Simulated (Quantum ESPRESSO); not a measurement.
# MnO under tetragonal distortion at fixed volume: spin moments and magnetic energies from PBE+U (U = 4 eV)

MnO holds Mn²⁺ ions with five 3d electrons, one in each d orbital and all of the same spin. Six oxide ions surround each Mn and bridge it to further Mn. We consider the oxide as an antiferromagnetic, insulating layer clamped to a substrate of different lattice constant.

The limits of the brief are our own choice. The opposed order must stay below the parallel one, and the energy difference between them must stay within 5 meV per Mn of its value in the undistorted cell. Among the rows that comply, we prefer the one with the largest in-plane mismatch of either sign. The volume is held fixed. The calculation gives the energy of the opposed order against the parallel one, and the spin moments, at nine distortions.

## Method

One system, MnO (rocksalt, Fm-3m), 2 atom(s) a primitive cell, from cells typed from measured lattice constants (measured order: antiferro type-II (arxiv:1410.6377)). Quantum ESPRESSO 7.5, plane waves with GBRV 1.5 PBE pseudopotentials, cutoff 544 eV, Fermi-Dirac smearing of 0.05 eV, k meshes whose coarsest spacing along a reciprocal vector is 0.24 to 0.25 1/Å over all runs (2π included). Functional: PBE with Hubbard U (eV) Mn 4 on orthogonalised atomic projectors; collinear spins, no spin-orbit coupling. Atoms stay at fixed fractions of the cell and the mesh divisions are held. In the given cell the shortest lattice vector along z is 4.445 Å long and the shortest in the xy plane 3.143 Å. At each point the moments on Mn are started parallel, opposed (signs +-, cell doubled at q = (0,0,1/2) of the reciprocal vectors) and without spin polarisation. Of the opposed order at the middle point, it reverses 6 of 12 magnetic neighbours at 3.14 Å and 6 of 6 magnetic neighbours at 4.45 Å. Runs that did not converge or carry a known fault are not listed. The same in all rows: metal or insulator in the run from the parallel start, judged by its smearing entropy or density of states at the Fermi energy (a gap under a few smearing widths counts as a metal): insulator.

Notes on method and selection:

- Each state is what a run reaches from typed starting moments; only a few collinear orders were started, so the lowest found need not be the ground state. Spin-orbit coupling is left out of these energies, which are free energies at the smearing width. A magnetic atom is one that was given a starting moment.
- Site moments count the spin inside each program's own atomic sphere, so they depend somewhat on its radius and leave out the spin between the spheres.
- Under a Hubbard U the orbital state was not searched.
- Quantum ESPRESSO sets the radius of an element's spheres to about 0.41 of its shortest distance to a neighbour, so it changes from cell to cell and the site moment with it.
- A measured moment is set beside the table only where the run ends ferromagnetic and the measured order is ferromagnetic too.
- Runs that did not converge, have known faults or may not be shown are not listed, and runs on Ansatz's PAW sets soft_1 and soft_2 are kept to separate tables.

Columns:

- tetragonal distortion: factor on the z length of the cell at fixed volume.
- moment (μB): largest site spin moment reached from the parallel start.
- moment, opposed (μB): largest site spin moment reached from the opposed start.
- magnetic distance (Å): shortest distance between magnetic atoms.
- net moment (μB): net spin moment of that run per magnetic atom.
- E(opposed) - E(parallel) (meV): energy of the run from the opposed start less that of the parallel start, per magnetic atom (positive: parallel is favoured); blank where a pattern was lost.

Input lines of one member:

```
&SYSTEM
  ecutwfc = 40
  ecutrho = 280
  nbnd = 19
  occupations = 'smearing'
  smearing = 'fd'
  degauss = 0.00367493
  nspin = 2
  starting_magnetization(1) = 0.3
  starting_magnetization(2) = 0
/
&ELECTRONS
  conv_thr = 4d-09
  mixing_beta = 0.3
/
K_POINTS automatic
10 10 10 0 0 0
HUBBARD {ortho-atomic}
U Mn-3d 4.0000
```

Command (options for logging and memory left out): `pw.x -in pw.in`

## The series

| member | tetragonal distortion | moment (μB) | moment, opposed (μB) | magnetic distance (Å) | net moment (μB) | E(opposed) - E(parallel) (meV) |
| --- | --- | --- | --- | --- | --- | --- |
| 0.9043 | 0.904 | 4.05 | 4.01 | 3.082 | 4.999998 | −93.6 |
| 0.9287 | 0.929 | 4.12 | 4.09 | 3.095 | 5.000000 | −84.8 |
| 0.9528 | 0.953 | 4.19 | 4.15 | 3.109 | 5.000000 | −79.9 |
| 0.9765 | 0.977 | 4.24 | 4.20 | 3.125 | 5.000000 | −77.6 |
| 1 | 1.000 | 4.29 | 4.25 | 3.143 | 5.000000 | −77.0 |
| 1.0232 | 1.023 | 4.27 | 4.23 | 3.107 | 5.000000 | −77.4 |
| 1.0461 | 1.046 | 4.24 | 4.20 | 3.073 | 5.000000 | −78.7 |
| 1.0688 | 1.069 | 4.22 | 4.18 | 3.040 | 5.000000 | −80.8 |
| 1.0913 | 1.091 | 4.19 | 4.15 | 3.009 | 4.999999 | −83.6 |

## Interpretation

The opposed order is lower in all nine rows, and by the least in the undistorted cell, at −77.0 meV per Mn. The difference reaches −93.6 meV at 0.904 and −83.6 meV at 1.091. Near the cubic shape there is almost no slope: the values at 0.977 and 1.023 differ by only 0.2 meV.

Symmetry explains this. The opposed order reverses all six Mn reached through straight oxygen bridges, two along z and four in the plane. At fixed volume a small stretch $\delta$ along z comes with a contraction $\delta/2$ in the plane, and $2\delta - 4\,\delta/2 = 0$. The six reversed nearer neighbours cancel in the same way. What remains is of second order: superexchange strengthens steeply as Mn–O shortens, so the shortened bridges gain more than the lengthened ones lose. A shear along a body diagonal does act in first order, because it separates reversed from parallel near neighbours. This is why ordered MnO distorts rhombohedrally.

The site moment of the parallel order falls from 4.29 μB to 4.05 μB at 0.904 and 4.19 μB at 1.091, while the net moment stays at 5.00 μB per Mn, the high-spin d⁵ value. The fall comes mainly from the counting sphere, whose radius follows the shortest Mn–O distance. That distance shrinks to 0.977 of its cubic value in row 0.977 and to $1/\sqrt{1.046} = 0.978$ in row 1.046. Both rows give 4.24 μB, although two bonds are short in the first and four in the second.

At equal sphere size the opposed order has a site moment lower by 0.03 to 0.04 μB, as expected if it lets 3d electrons spread further across the bridges.

## Departures from the trend

Row 0.904 departs from a simple parabola. At 0.953 the gain over the undistorted cell is 79.9 − 77.0 = 2.9 meV, for a distortion of 1 − 0.9528 = 0.0472. At 0.904 the distortion is 1 − 0.9043 = 0.0957. Scaling the gain by the square of the distortion gives (0.0957 / 0.0472)² × 2.9 = 11.9 meV, against 93.6 − 77.0 = 16.6 meV from the table. On the elongated side the distortions are 1.0461 − 1 = 0.0461 and 1.0913 − 1 = 0.0913, and the same scaling gives (0.0913 / 0.0461)² × 1.7 = 6.7 meV, against 83.6 − 77.0 = 6.6 meV.

We trust the row. The successive gains under compression, 0.6, 2.3, 4.9 and 8.8 meV, grow smoothly, and the parallel run remains insulating and high-spin. A likely cause is the z bridge, which takes the full compression, with Mn–O down to 4.445 × 0.9043 / 2 = 2.01 Å.

The shortest Mn–Mn distance does not order the energies: 3.082 Å goes with −93.6 meV and 3.073 Å with −78.7 meV.

## Selection

For a distortion factor $t$ at fixed volume, the in-plane lattice constant and the mismatch are

$$a_\parallel = \frac{4.445\ \text{Å}}{\sqrt{t}}, \qquad f = 100\left(\frac{1}{\sqrt{t}} - 1\right)\ \%.$$

The change in magnetic energy is each row's energy difference less −77.0 meV.

Two compressed rows fail the 5 meV limit: 0.904 changes by −16.6 meV and 0.929 by −7.8 meV. On the elongated side 1.091 fails, with −83.6 + 77.0 = −6.6 meV. The other distorted rows pass:

- 0.953: −2.9 meV, $f$ = +2.4 %
- 0.977: −0.6 meV, $f$ = +1.2 %
- 1.023: −0.4 meV, $f$ = −1.1 %
- 1.046: −1.7 meV, $f$ = −2.2 %
- 1.069: −3.8 meV, $f$ = −3.3 %

The pick is 1.069, which corresponds to a substrate with $a_\parallel$ = 4.445 / √1.0688 = 4.30 Å. The runner-up is 0.953, at 4.445 / √0.9528 = 4.55 Å, and it suits a substrate larger than MnO.

PBE with a U of this size may still make exchange too strong, and the table cannot say by how much. As a trial, if all energies are too large by a factor of 1.3, the change at the pick becomes 3.8 / 1.3 = 2.9 meV and it still passes. The change at 1.091 becomes 6.6 / 1.3 = 5.1 meV, close enough to the limit that a slightly larger error would make that row the pick.

The fixed volume is the more serious condition. A real film is free to choose its thickness and would expand along z by less than the 6.9 % imposed at the pick. If it expands along z by about as much as it contracts along each in-plane axis, its volume shrinks by roughly 3 %. Volume acts on the magnetic energy in first order. As a rule of thumb, superexchange grows by about 3 % or more for each 1 % of volume lost, so the opposed order would gain very roughly a tenth of its 77.0 meV, or more. That alone exceeds the 5 meV limit. The pick therefore holds for the fixed-volume cell only, and the thickness of the film has to be settled before a substrate is ordered.

Simply relaxing the thickness at $a_\parallel$ = 4.30 Å with the present settings would not settle it. Our cells have the measured volume, and this calculation prefers a larger one: the computed stress pushes outward in every row, and at the pick it still does so along z. The relaxed cell would therefore be longer than the 6.9 % expansion, not shorter, and its superexchange weaker, contrary to what we expect of a real film. It is better to calculate the cubic lattice constant of the opposed order first, shorten it in the plane by the 3.3 % of the pick, and relax z. The ratio of the relaxed z length to the calculated cubic constant, multiplied by 4.445 Å, then gives the z length at which to recalculate the magnetic energy, with $a_\parallel$ kept at 4.30 Å.

## Summary

Between distortion factors of 0.904 and 1.091 at fixed volume, the parallel order of MnO stays high-spin and insulating, and the opposed order stays below it in energy. Tetragonal distortion of either sign strengthens that preference, weakly at first and more under compression along z than under elongation. Changes in site moment should be read beside the net moment, since the counting sphere changes with the cell.

The energies belong to the measured volume, which is smaller than the one this calculation would itself choose, and they also depend on the choice of U. Superexchange weakens as U grows, so a smaller U would make the energy difference more negative in every row. The symmetry argument for the missing first-order response does not depend on U.

[Logs are printed without paths, hosts, clocks, repeated set-up lines and the standing remarks that a program may print on its own settings, such as how far it seeks lower states.]
